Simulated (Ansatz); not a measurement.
# V: LAPW beside PAW

Does the method matter for V? The same cell, functional and mesh are run with full-potential LAPW, frozen-core PAW and all-electron PAW on datasets made for the crystal. The cell is first relaxed from a guess with PAW; it needn't be the stable phase of this composition.

This is V in the diamond structure; at room conditions it is bcc.

Program: Ansatz 0.2.0. Level of theory: DFT PBE, scalar-relativistic. These are calculated values, not measurements.

**1. Starting point**

It takes space group Fd-3m (No. 227, cubic). Conventional cell: a = 5.847 Å, b = 5.847 Å, c = 5.847 Å, α = 90.00°, β = 90.00°, γ = 90.00°. V (site symmetry -43m) is surrounded by 4 V at 2.53 Å.

Coordinates:

```
CELL_PARAMETERS angstrom
0.00000 2.92354 2.92354
2.92354 0.00000 2.92354
2.92354 2.92354 0.00000
ATOMIC_POSITIONS crystal
V 0.00000 0.00000 0.00000
V 0.25000 0.25000 0.25000
```

Atoms are numbered in the order of the input: V1, V2.

**2. Cell and atoms relaxed first**

Contents of input.yaml:

```yaml
crystal:
  lattice:
    - [0.0, 2.9235357149, 2.9235357149]
    - [2.9235357149, 0.0, 2.9235357149]
    - [2.9235357149, 2.9235357149, 0.0]
  atoms:
    - { symbol: V, position: [0.0, 0.0, 0.0], spin: 1.5 }
    - { symbol: V, position: [0.25, 0.25, 0.25], spin: 1.5 }
magnetization:
  spin_polarized: true
kpoints:
  mp_grid: { grid: [10, 10, 10] }
scf:
  occupations: { method: fermi_dirac, width: 0.08 }
hamiltonian:
  xc: pbe
  pseudopotentials: { kind: paw }
output:
  forces: true
  stress: true
relax:
  f_tol: 0.005
  max_steps: 80
  cell: {}
```

Launch:

```
$ ansatz run input.yaml --threads 1 --pin off --max-ram 3072MiB --backend cpu --events-out ev --progress --plain --runs-dir out
```

After this run come: Full-potential LAPW; Frozen-core PAW; All-electron PAW on datasets made for the crystal.

What does the calculation give? Wanted: pressure; gap; spin moments; Bader charges.

**Answer**, as computed:

```
           quantity                                             value
           pressure  LAPW -0.01, PAW 0.01, crystal datasets -0.01 GPa
         gap (LAPW)                                              none
spin moments (LAPW)                                        V1 1.59 μB
Bader charges (PAW)                                        V1 +0.00 e
```

What this shows: The pressure is within half a GPa of zero, so the volume is close to equilibrium at this level. Bands cross the Fermi level: the crystal is a metal at this level. V 3d carries the largest share, 87 %, of the projected states within 0.3 eV of the Fermi level. The projection holds only the free atom's occupied shells (V 4s, V 3d in this range). In pressure, PAW differs from LAPW by +0.02 GPa. Site moments are counted in spheres whose radii differ between the methods. The magnetic state is the one reached from the start moments in this cell; it needn't be the ground state.
